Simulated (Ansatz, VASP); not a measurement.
**One calculation of LiCl, two programs**

```
Li Cl
1.0
     0.00000    2.43652    2.69300
     2.43652    0.00000    2.69300
     2.43652    2.43652    0.00000
Li Cl
1 1
Direct
  0.00000 0.00000 0.00000
  0.50000 0.50000 0.50000
```

Change from the starting cell: strain -0.050 along x and y, +0.050 along z, atoms carried along.

Alike in both runs: task single point; functional PBEsol; k mesh 8 × 8 × 8; occupations gaussian, width 0.05 eV; no spin polarisation.

|  | VASP | Ansatz |
| --- | --- | --- |
| version | VASP 6.6.1 | Ansatz 0.2.0 |
| potentials or method | VASP PAW PBE potentials, release 64 (Li_sv, Cl) | scalar-relativistic, plane waves, PAW |
| plane-wave cutoff (eV) | 520 | 420 |
| valence electrons in the cell | 10 | 10 |

VASP gave:

* gap on the k mesh at the Fermi level (eV): 6.33
* least direct gap on the mesh (eV): 6.33

Question: What did Ansatz give for the same quantities?

Answer: gap on the k mesh at the Fermi level (eV): 6.32; least direct gap on the mesh (eV): 6.32.

The functional is the same, so the differences come from potentials, cutoffs and numerics.

 A k mesh can miss the band edges.
